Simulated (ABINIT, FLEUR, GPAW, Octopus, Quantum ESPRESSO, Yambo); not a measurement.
**AgCl: band gap by level of theory**

```cif
data_structure
_symmetry_space_group_name_H-M 'P 1'
_symmetry_Int_Tables_number 1
_cell_length_a 3.8679
_cell_length_b 3.8679
_cell_length_c 3.8679
_cell_angle_alpha 60.000
_cell_angle_beta 60.000
_cell_angle_gamma 60.000
_cell_volume 40.92
loop_
_atom_site_label
_atom_site_type_symbol
_atom_site_fract_x
_atom_site_fract_y
_atom_site_fract_z
_atom_site_occupancy
Ag1 Ag 0.00000 0.00000 0.00000 1
Cl1 Cl 0.50000 0.50000 0.50000 1
```

```csv
rung,level,program and potentials,cutoff (eV),k mesh,task,core time,chip,band gap (eV),notes
Hartree-Fock,Hartree-Fock on LDA,"Yambo, PseudoDojo 0.4.1 SR LDA standard",1170,4 × 4 × 4,Hartree-Fock levels,1.4 s,Arm Neoverse V1,10.19,coarse mesh; 13 valence electrons an atom on average
GGA + U (8 eV),PBEsol+U (Ag d U = 8 eV),"GPAW, PAW data sets generated for this functional",600,8 × 8 × 8,band structure,39 s,Intel Xeon Platinum 8488C Sapphire Rapids,2.24,12 valence electrons an atom on average
GGA + U (3 eV),PBEsol+U (Ag d U = 3 eV),"GPAW, PAW data sets generated for this functional",600,8 × 8 × 8,band structure,41 s,Intel Xeon Platinum 8488C Sapphire Rapids,1.35,12 valence electrons an atom on average
LDA,LDA,"GPAW, the program's PAW data sets (release 1.2.1) made for this functional",600,8 × 8 × 8,band structure,43 s,Intel Xeon Platinum 8259CL Skylake/Cascade Lake,0.60,12 valence electrons an atom on average
GGA,PBEsol,"Quantum ESPRESSO, GBRV 1.5 PBEsol",762,8 × 8 × 8,band structure,56 s,Intel Xeon Platinum 8488C Sapphire Rapids,0.72,13 valence electrons an atom on average
GGA,PBEsol,"FLEUR, all-electron, FLAPW",-,8 × 8 × 8,band structure,58 s,Arm Neoverse V2,0.73,-
GGA,PBE,"GPAW, GPAW PAW data sets (gpaw-data 1.2.1), other valence",600,7 × 7 × 7,band structure,65 s,Intel Xeon Platinum 8259CL Skylake/Cascade Lake,0.90,9 valence electrons an atom on average; from the band path
meta-GGA,r2SCAN,"GPAW, GPAW PAW data sets (gpaw-data 1.2.1)",600,8 × 8 × 8,band structure,2.2 min,Arm Neoverse V2,1.43,potentials made for PBE; 12 valence electrons an atom on average
LDA,LDA,"ABINIT, JTH PAW LDA v2.0",680,8 × 8 × 8,band structure,2.3 min,AMD EPYC 7R43 Zen 3,0.61,9 valence electrons an atom on average
GGA,PBEsol,"Octopus, pseudodojo_pbesol (PseudoDojo 0.4, PBEsol)",-,8 × 8 × 8,single point,4.2 min,Arm Neoverse V2,0.73,13 valence electrons an atom on average; mesh may miss the edge
GGA,PBEsol,"ABINIT, PseudoDojo NC SR PBEsol v0.4.1 standard",1116,8 × 8 × 8,band structure,6 min,AMD EPYC 7R43 Zen 3,0.73,13 valence electrons an atom on average
```

Times are single runs on shared hosts and different chips, so they are rough; meshes, cutoffs and the tasks' sizes weigh on the time. All rows: no spin polarisation. Gaps are the least found on the k mesh or the band path, and a mesh can miss the band edges. The cell comes from a database and isn't always the measured one. Meshes differ between rows, which moves values too. All levels ran on this one cell, unrelaxed unless noted. Meshes are those of the run's cell of 2 atoms unless a note names another. Misses use the values as printed. Runs on faulty files, with rough fits or with known faults for this quantity aren't shown. No row holds spin-orbit coupling.

Measured: 3.25 eV (a printed reference work).

Q: Which of the timed runs without a coarse mesh or an atomic basis is the cheapest that comes within 0.3 eV of the measured band gap?

A: None of them does; the nearest misses by -1.01 eV. LDA and GGA gaps fall short mostly because these functionals lack the derivative discontinuity; the runs are for a static lattice, while measurements hold temperature and zero-point motion.
